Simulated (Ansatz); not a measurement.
# Hg: the cost of one run

Program: Ansatz 0.2.0. Level of theory: DFT PBE, scalar-relativistic, plane waves, PAW. These are calculated values, not measurements.

1 further run of the same task is left out (set aside as unsound or not needed).

**1. The starting structure**

The structure is tetragonal, space group I4_1/amd (No. 141). Conventional cell: a = 6.011 Å, b = 6.011 Å, c = 3.205 Å, α = 90.00°, β = 90.00°, γ = 90.00°. Around Hg (site symmetry -4m2) lie 6 Hg at 3.11 to 3.20 Å.

Structure file:

```
Hg
1.0
    -3.00546    3.00546    1.60249
     3.00546   -3.00546    1.60249
     3.00546    3.00546   -1.60249
Hg
2
Direct
  0.75000 0.25000 0.50000
  0.00000 0.00000 0.00000
```

It goes back to an entry of the Materials Project, which need not be the stable form.

It is the result of an earlier relaxation at this level (volume 28.95 Å³/atom; gap on the mesh: none (metal)).

**2. Bands, states and charges**

input.yaml

```yaml
crystal:
  lattice:
    - [-3.0054557047, 3.0054557047, 1.6024927188]
    - [3.0054557047, -3.0054557047, 1.6024927188]
    - [3.0054557047, 3.0054557047, -1.6024927188]
  atoms:
    - { symbol: Hg, position: [0.75, 0.25, 0.5] }
    - { symbol: Hg, position: [0.0, 0.0, 0.0] }
basis:
  ecutwfc: 420
kpoints:
  mp_grid: { grid: [16, 16, 16] }
  band_path:
    path:
      - [[0.0, 0.0, 0.0], [0.0, 0.0, 0.5], [-0.5, 0.5, 0.5], [0.0, 0.0, 0.0], [0.32107412, 0.32107412, -0.32107412]]
      - [[-0.32107412, 0.67892588, 0.32107412], [-0.5, 0.5, 0.5]]
      - [[0.0, 0.0, 0.5], [0.25, 0.25, 0.25], [0.0, 0.5, 0.0], [0.0, 0.0, 0.0]]
    npoints: 14
hamiltonian:
  xc: pbe
scf:
  occupations: { method: gaussian, width: 0.1 }
  n_extra_bands: 6
output:
  forces: true
  stress: true
  eigenvalues: true
  populations: true
  dos: { projected: true, de: 0.02, nscf_kmesh: { grid: [24, 24, 24] } }
  bader: true
  write_density: true
  write_potential: true
  elf: true
  volumetric_format: npy
```

On the command line:

```
$ ansatz run input.yaml --threads 1 --pin off --max-ram 2560MiB --backend cpu --events-out ev --progress --plain --runs-dir out
```

Q: Estimate wall time and peak memory on 1 thread of Arm Neoverse V2, shared host.

About 77 s, with a peak of 1 GiB.
